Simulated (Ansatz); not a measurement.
**Al₂Pt**

```xyz
3
Lattice="0.0000 2.9550 2.9550 2.9550 0.0000 2.9550 2.9550 2.9550 0.0000" Properties=species:S:1:pos:R:3 pbc="T T T"
Al    1.4775    1.4775    1.4775
Al    4.4325    4.4325    4.4325
Pt    0.0000    0.0000    0.0000
```

Atoms are numbered in the order listed.

The geometry is COD entry 9009032, unchecked; take it as a test cell.

No spin–orbit coupling, which matters for the heavy atoms here.

All numbers are computed: DFT, LDA, all-electron LAPW, scalar-relativistic (Ansatz 0.2.0); DFT, LDA, PAW with Ansatz's default frozen-core files, scalar-relativistic (Ansatz 0.2.0).

For LAPW: a Γ-centred 12×12×12 k mesh, Fermi–Dirac smearing of 0.08 eV, basis error target 1 meV/atom, no spin polarisation. PAW takes a cutoff of 420 eV at this cell (files made with PBE, cores remade for this functional). The Ansatz runs share mesh, smearing and spin set-up. Values come from LAPW unless marked.

```json
{
  "Density of states at the Fermi level (0.2 eV bin)": "1.23 states/eV per cell",
  "Bader charges (from the PAW run)": "Al1 +1.78, Pt3 -3.57 e",
  "Volume per atom": "17.20 Å³"
}
```

**Question.** Pressure at this cell: what does the calculation give?

**Answer.** -3.92 GPa.

**Question.** Predict this quantity. Band gap.

**Answer.** none: bands cross the Fermi level, a metal.

**Question.** Predict this quantity. Löwdin charges (with 0.16 e of the cell spilling out of the atomic basis, so their sizes and signs hang on that basis).

**Answer.** Al1 -0.04, Pt3 0.24 e.
